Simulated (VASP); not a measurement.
# BeTe (F-43m) in VASP: a series of runs

One crystal, BeTe, is run at these levels: PBE+D3(BJ); tasks: relaxation of cell and atoms.

All numbers are computed with VASP 6.6.1; they aren't measurements. Logs are shortened: lines on timing, memory, paths and dates and some standing lists are left out, and cuts for length are marked.

## 1. Starting point

It takes space group F-43m (No. 216, cubic). The conventional cell has a = 5.540 Å, b = 5.540 Å, c = 5.540 Å, α = 90.00°, β = 90.00°, γ = 90.00°. Around Be (site symmetry -43m) lie 4 Te at 2.40 Å. Around Te (site symmetry -43m) lie 4 Be at 2.40 Å.

## 2. Relaxation of cell and atoms, PBE+D3(BJ)

Contents of INCAR:

```
PREC = Accurate ; ENCUT = 600
EDIFF = 1E-6 ; ISMEAR = 0
SIGMA = 0.03 ; LREAL = F
LASPH = T ; NELM = 80
ALGO = Normal ; ISIF = 3
LWAVE = F ; LCHARG = F
GGA = PE ; IVDW = 12
IBRION = 2 ; NSW = 90
EDIFFG = -0.01
```

Contents of KPOINTS:

```
Automatic mesh
0
Gamma
  8 8 8
```

Contents of POSCAR:

```
BeTe
1.0
    0.0000000000      2.7700000000      2.7700000000
    2.7700000000      0.0000000000      2.7700000000
    2.7700000000      2.7700000000      0.0000000000
Be Te
1 1
Direct
    0.0000000000      0.0000000000      0.0000000000
    0.2500000000      0.2500000000      0.2500000000
```

Potentials or basis: VASP PAW PBE potentials, release 64 (Be, Te).

On the command line:

```console
cat potpaw_PBE.64/Be/POTCAR potpaw_PBE.64/Te/POTCAR > POTCAR
mpirun -np 1 vasp_std > vasp.out
```

OUTCAR:

```text
PREC = Accurate
   ENCUT = 600
   EDIFF = 1E-6
   ISMEAR = 0
   LREAL = F
   LASPH = T
   NELM = 80
   ISIF = 3
   GGA = PE
   IVDW = 12
   IBRION = 2
   NSW = 90
   EDIFFG = -0.01
 IVDW          = 12

 ion  position               nearest neighbor table
   1  0.000  0.000  0.000-   2 2.40   2 2.40   2 2.40   2 2.40
   2  0.250  0.250  0.250-   1 2.40   1 2.40   1 2.40   1 2.40

  LATTYP: Found a face centered cubic cell.
 ALAT       =     5.5400000000

  Lattice vectors:

 A1 = (   0.0000000000,   2.7700000000,   2.7700000000)
 A2 = (   2.7700000000,   0.0000000000,   2.7700000000)
 A3 = (   2.7700000000,   2.7700000000,   0.0000000000)

Analysis of symmetry for initial positions (statically):
=====================================================================
 Subroutine PRICEL returns:
 Original cell was already a primitive cell.

 Routine SETGRP: Setting up the symmetry group for a
 face centered cubic supercell.

 Subroutine GETGRP returns: Found 24 space group operations
 (whereof 24 operations were pure point group operations)
 out of a pool of 48 trial point group operations.

The static configuration has the point symmetry T_d .

Analysis of symmetry for dynamics (positions and initial velocities):
=====================================================================
 Subroutine PRICEL returns:
 Original cell was already a primitive cell.

 Routine SETGRP: Setting up the symmetry group for a
 face centered cubic supercell.

 Subroutine GETGRP returns: Found 24 space group operations
 (whereof 24 operations were pure point group operations)
 out of a pool of 48 trial point group operations.

The dynamic configuration has the point symmetry T_d .

 Subroutine INISYM returns: Found 24 space group operations
 (whereof 24 operations are pure point group operations),
 and found     1 'primitive' translations

----------------------------------------------------------------------------------------

                                     Primitive cell

  volume of cell :      42.5079

  direct lattice vectors                    reciprocal lattice vectors
     0.000000000  2.770000000  2.770000000    -0.180505415  0.180505415  0.180505415
     2.770000000  0.000000000  2.770000000     0.180505415 -0.180505415  0.180505415
     2.770000000  2.770000000  0.000000000     0.180505415  0.180505415 -0.180505415

  length of vectors
     3.917371568  3.917371568  3.917371568     0.312644550  0.312644550  0.312644550

  position of ions in fractional coordinates (direct lattice)
     0.000000000  0.000000000  0.000000000
[... 70 lines left out ...]
   ISTART =      0    job   : 0-new  1-cont  2-samecut
   ICHARG =      2    charge: 1-file 2-atom 10-const
   ISPIN  =      1    spin polarized calculation?
   LNONCOLLINEAR =      F non collinear calculations
   LSORBIT =      F    spin-orbit coupling
   LASPH  =      T    aspherical Exc in radial PAW
   ENCUT  =  600.0 eV  44.10 Ry    6.64 a.u.   7.82  7.82  7.82*2*pi/ulx,y,z
   NELM   =     80;   NELMIN=  2; NELMDL= -5     # of ELM steps
   EDIFF  = 0.1E-05   stopping-criterion for ELM
   LREAL  =      F    real-space projection
   EDIFFG = -.1E-01   stopping-criterion for IOM
   NSW    =     90    number of steps for IOM
   IBRION =      2    ionic relax: 0-MD 1-quasi-New 2-CG
   NFREE  =      1    steps in history (QN), initial steepest desc. (CG)
   ISIF   =      3    stress and relaxation
   ISYM   =      2    0-nonsym 1-usesym 2-fastsym
   POTIM  = 0.5000    time-step for ionic-motion
   TEBEG  =    0.0;   TEEND  =   0.0 temperature during run
   PSTRESS=    0.0 pullay stress
   NELECT =       8.0000    total number of electrons
   NUPDOWN=      -1.0000    fix difference up-down
   EMIN   =  10.00;   EMAX   =-10.00  energy-range for DOS
   EFERMI =   0.00;   METHOD = LEGACY
   ISMEAR =     0;   SIGMA  =   0.03  broadening in eV -4-tet -1-fermi 0-gaus
   EFERMI_NEDOS =   21; number of points for ismear=-14 and -15
   IALGO  =     38    algorithm
   IMIX   =      4    mixing-type and parameters
     AMIX     =   0.40;   BMIX     =  1.00
     AMIX_MAG =   1.60;   BMIX_MAG =  1.00
  volume/ion in A,a.u.               =      21.25       143.43
  Fermi-wavevector in a.u.,A,eV,Ry     =   0.938170  1.772885 11.975354  0.880164
  Thomas-Fermi vector in A             =   2.065355
   LORBIT       =      0    0 simple, 1 ext, 2 COOP (PROOUT), +10 PAW based schemes
   GGA     = PE    functional components
   LHFCALC =     F    Hartree Fock is set to
   AEXX    =    0.0000 exact exchange contribution
   IVDW    =    12    specifies the selected vdW correction
   LEPSILON=     F    determine dielectric tensor
   LRPA    =     F    only Hartree local field effects (RPA)
 conjugate gradient relaxation of ions
 non-spin polarized calculation
 Gauss-broadening in eV      SIGMA  =   0.03
  energy-cutoff  :      600.00
  volume of cell :       42.51
 maximum number of plane-waves:      1433
   NGX = 15   NGY = 15   NGZ = 15

--------------------------------------- Ionic step        1  -------------------------------------------

 number of electron       8.0000000 magnetization

 Free energy of the ion-electron system (eV)
  ---------------------------------------------------
  ext. energy  EPLUGINS =         0.00000000
  ---------------------------------------------------
  free energy    TOTEN  =        -7.58482010 eV

  energy without entropy =       -7.58482010  energy(sigma->0) =       -7.58482010

------------------------ aborting loop because EDIFF is reached ----------------------------------------

 Edisp (eV)   -0.71331

 E8    (eV) :    -0.3039
[... 71 lines left out ...]
--------------------------------------- Ionic step        3  -------------------------------------------

 number of electron       8.0000000 magnetization

 Free energy of the ion-electron system (eV)
  ---------------------------------------------------
  ext. energy  EPLUGINS =         0.00000000
  ---------------------------------------------------
  free energy    TOTEN  =        -7.60846913 eV

  energy without entropy =       -7.60846913  energy(sigma->0) =       -7.60846913

 E-fermi :   5.5551     XC(G=0):  -9.1564

 val. band max:        5.3767887542   @ k =   0.0000   0.0000   0.0000
 cond. band min:       7.2885553340   @ k =   0.5000   0.5000   0.0000
 fundamental gap:      1.9117665798
 Fermi energy:         5.5550940591

 k-point     1 :       0.0000    0.0000    0.0000
  band No.  band energies     occupation
      1      -7.0864      2.00000
      2       5.3768      2.00000
      3       5.3768      2.00000
      4       5.3768      2.00000
      5       8.9647      0.00000
      6       8.9647      0.00000
      7       8.9647      0.00000
      8       9.3812      0.00000
[... 243 lines left out ...]
 k-point    24 :      -0.3750    0.2500    0.1250
  band No.  band energies     occupation
      1      -5.4262      2.00000
      2       0.1107      2.00000
      3       2.3909      2.00000
      4       3.3983      2.00000
      5       9.5723      0.00000
      6       9.7935      0.00000
      7      12.1215      0.00000
      8      13.2106      0.00000

 [... further k-points ...]

------------------------ aborting loop because EDIFF is reached ----------------------------------------

 Edisp (eV)   -0.69489

 E8    (eV) :    -0.2960
[... 25 lines left out ...]
  FREE ENERGIE OF THE ION-ELECTRON SYSTEM (eV)
  ---------------------------------------------------
  free  energy   TOTEN  =        -8.3033572094 eV

  energy  without entropy=       -8.3033572094  energy(sigma->0) =       -8.30335721

 reached required accuracy - stopping structural energy minimisation
```

OSZICAR:

```text
N       E                     dE             d eps       ncg     rms          rms(c)
DAV:   1     0.222289839623E+02    0.22229E+02   -0.36769E+03   464   0.896E+02
DAV:   2    -0.695783623120E+01   -0.29187E+02   -0.28148E+02   648   0.107E+02
DAV:   3    -0.775460455283E+01   -0.79677E+00   -0.79677E+00   568   0.228E+01
[... 22 lines left out ...]
DAV:   2    -0.760861486236E+01    0.58764E-03   -0.12906E-03   480   0.207E-01    0.680E-02
DAV:   3    -0.760847668117E+01    0.13818E-03   -0.61472E-04   536   0.125E-01    0.342E-02
DAV:   4    -0.760847211351E+01    0.45677E-05   -0.14139E-05   528   0.286E-02    0.268E-02
DAV:   5    -0.760846936071E+01    0.27528E-05   -0.85335E-06   600   0.168E-02    0.479E-03
DAV:   6    -0.760846913098E+01    0.22973E-06   -0.40163E-07   240   0.400E-03
   3 F= -.83033572E+01 E0= -.83033572E+01  d E =-.522633E-02
```

Run time: 10 s. Hardware: 1 thread of Intel Xeon 6975P-C (Granite Rapids), shared host; peak memory 0.19 GiB.

What came out:

```yaml
Free_energy: -8.3034 eV
Relaxed_volume: 21.79 Å³/atom
Relaxed_cell: a = 3.950 Å, b = 3.950 Å, c = 3.950 Å, α = 60.00°, β = 60.00°, γ = 60.00°
Space_group_after_relaxing_to_0.05_Å: F-43m (No. 216)
Energy_gained_by_relaxing: 2.6 meV/atom
Ionic_steps: 3
Pressure_after_relaxing: 0.0 GPa
Band_gap_on_the_k_mesh: 1.91 eV, indirect (least direct gap 3.59 eV)
Dispersion_energy_per_atom: -0.347 eV
```

Step by step:
```
step  energy change (eV)  largest force (eV/Å)  pressure (GPa)  volume (Å³)
   1              0.0000                0.0000            1.61        42.51
   2             -0.0049                0.0000           -0.37        43.84
   3             -0.0052                0.0000            0.00        43.57
```

Final structure:
```cif
data_structure
_symmetry_space_group_name_H-M 'P 1'
_symmetry_Int_Tables_number 1
_cell_length_a 3.9498
_cell_length_b 3.9498
_cell_length_c 3.9498
_cell_angle_alpha 60.000
_cell_angle_beta 60.000
_cell_angle_gamma 60.000
_cell_volume 43.57
loop_
_atom_site_label
_atom_site_type_symbol
_atom_site_fract_x
_atom_site_fract_y
_atom_site_fract_z
_atom_site_occupancy
Be1 Be 0.00000 0.00000 0.00000 1
Te1 Te 0.25000 0.25000 0.25000 1
```

Levels at points of the mesh, in eV from the valence-band top:
| k point | band 1 | band 2 | band 3 | band 4 | band 5 | band 6 | band 7 | band 8 |
| --- | --- | --- | --- | --- | --- | --- | --- | --- |
| (0.00, 0.00, 0.00) | -12.46 | 0.00 | 0.00 | 0.00 | 3.59 | 3.59 | 3.59 | 4.00 |
| (0.50, 0.00, 0.00) | -11.06 | -5.70 | -1.18 | -1.18 | 3.14 | 4.58 | 4.58 | 7.81 |
| (0.50, 0.50, 0.00) | -10.54 | -5.25 | -2.74 | -2.74 | 1.91 | 2.63 | 9.86 | 9.86 |

Caveat: spin-orbit coupling is left out, which moves the levels of the heavy elements. PBE gaps usually lie below the measured ones, often by a third to a half.

## 3. Relaxation of cell and atoms, PBE+D3(BJ)

This run uses another cell than the first one, of 21.79 Å³/atom, 1.025 times its volume.

Contents of INCAR:

```
PREC = Accurate ; ENCUT = 600
EDIFF = 1E-7 ; ISMEAR = 0
SIGMA = 0.03 ; LREAL = F
LASPH = T ; NELM = 80
ALGO = Normal ; ISIF = 3
LWAVE = F ; LCHARG = F
GGA = PE ; IVDW = 12
IBRION = 2 ; NSW = 90
EDIFFG = -0.005
```

KPOINTS is that of step 2.

Contents of POSCAR:

```
BeTe                                    
1.0
    0.0000000000      2.7928977094      2.7928977094
    2.7928977094     -0.0000000000      2.7928977094
    2.7928977094      2.7928977094     -0.0000000000
  Be              Te            
     1     1
Direct
     0.0000000000000000    0.0000000000000000    0.0000000000000000
     0.2500000000000000    0.2500000000000000    0.2500000000000000
```

Potentials or basis: VASP PAW PBE potentials, release 64 (Be, Te).

On the command line:

```console
cat potpaw_PBE.64/Be/POTCAR potpaw_PBE.64/Te/POTCAR > POTCAR
mpirun -np 1 vasp_std > vasp.out
```

It took 5.1 s on 1 thread of Intel Xeon 6975P-C (Granite Rapids), shared host; peak memory 0.18 GiB.

It converged, with:

```yaml
Free_energy: -8.3034 eV
Pressure_after_relaxing: 0.0 GPa
Band_gap_on_the_k_mesh: 1.91 eV, indirect (least direct gap 3.59 eV)
Dispersion_energy_per_atom: -0.347 eV
```

Final structure:
```
CELL_PARAMETERS angstrom
0.00000 2.79290 2.79290
2.79290 0.00000 2.79290
2.79290 2.79290 0.00000
ATOMIC_POSITIONS crystal
Be 0.00000 0.00000 0.00000
Te 0.25000 0.25000 0.25000
```

Levels at points of the mesh, in eV from the valence-band top:
```csv
k point,band 2,band 3,band 4,band 5,band 6,band 7
"(0.00, 0.00, 0.00)",0.00,0.00,0.00,3.59,3.59,3.59
"(0.50, 0.00, 0.00)",-5.70,-1.17,-1.17,3.14,4.58,4.58
"(0.50, 0.50, 0.00)",-5.25,-2.74,-2.74,1.91,2.63,9.86
```

Caveat: the relaxation stopped at its first step, so nothing moved; spin-orbit coupling is left out, which moves the levels of the heavy elements.
